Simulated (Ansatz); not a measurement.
CuO:

```
Cu O
1.0
     0.00000    2.55255    2.55255
     2.55255    0.00000    2.55255
     2.55255    2.55255    0.00000
Cu O
2 2
Direct
  0.00000 0.00000 0.00000
  0.50000 0.50000 0.50000
  0.25000 0.25000 0.25000
  0.75000 0.75000 0.75000
```

Measurements of this composition are mostly on another form, of space group No. 15.

The cell isn't the ideal one: another cell of the same crystal, with 4 atoms.

Base run:

```yaml
Program: Ansatz 0.2.0
Functional: r2SCAN
Potentials_or_basis: Ansatz PAW
Cutoff: 500 eV
Density_cutoff: 2000 eV
k_mesh: 6 × 6 × 6
Occupations: gaussian, width 0.05 eV
Spin: collinear spin, antiferromagnetic start
Starting_moments: "[0.6, -0.6, 0.0, 0.0] μB"
Hubbard_terms: Cu d U = 4 eV
```

Its results: band gap on the k mesh none (metal or under the smearing width); pressure 14.8 GPa; net moment 0.00 μB per cell.

**Question.** The run is repeated on the same cell with these changes: spin from collinear spin, antiferromagnetic start to collinear spin, ferrimagnetic start; moments at the start from [0.6, -0.6, 0.0, 0.0] to [0.6, -0.3, 0.0, 0.0]. What comes out?

**Answer.** Band gap on the k mesh none (metal or under the smearing width); pressure 17.7 GPa; net moment 2.00 μB per cell; site moments Cu +0.39; O +0.66 μB.

Caveats: the magnetic or orbital state may not be the lowest; the PAW data sets come from PBE, with cores solved anew for the run's functional, which leaves a small shift of forces and pressure.

Not every run made on this cell is shown here.
